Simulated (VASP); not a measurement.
**Sn: equation of state with PBEsol**

The system is Sn.

```
Sn
1.0
    -2.94014    2.94014    1.59930
     2.94014   -2.94014    1.59930
     2.94014    2.94014   -1.59930
Sn
2
Direct
  0.00000 0.00000 0.00000
  0.75000 0.25000 0.50000
```

```yaml
Program: VASP 6.6.1
Task: equation of state
Functional: PBEsol
Potentials_or_basis: VASP PAW PBE potentials, release 64 (Sn_d)
Cutoff: 520 eV
k_mesh: 9 × 9 × 9
Occupations: fermi-dirac, width 0.05 eV
Spin: no spin polarisation
```

```yaml
Equilibrium_volume: 26.90 Å³/atom
Bulk_modulus_at_fixed_shape_and_positions: 56 GPa
Pressure_derivative_of_the_bulk_modulus: 4.7
```

Energy against volume, from the lowest point:
```csv
volume (Å³/atom),energy (meV/atom)
25.991,5.52
26.544,0.61
27.097,0.00
27.650,3.19
28.203,9.76
28.756,19.35
29.309,31.64
```

All runs of the series together: 6 min on 1 thread of Intel(R) Xeon(R) 6975P-C (Granite Rapids) (shared host).

Caveat: the cell was scaled at fixed shape and fractional positions, which overstates the stiffness of a crystal with free parameters, most of all of layers and chains; the PAW data sets were made with another functional, which shifts forces and pressure a little.
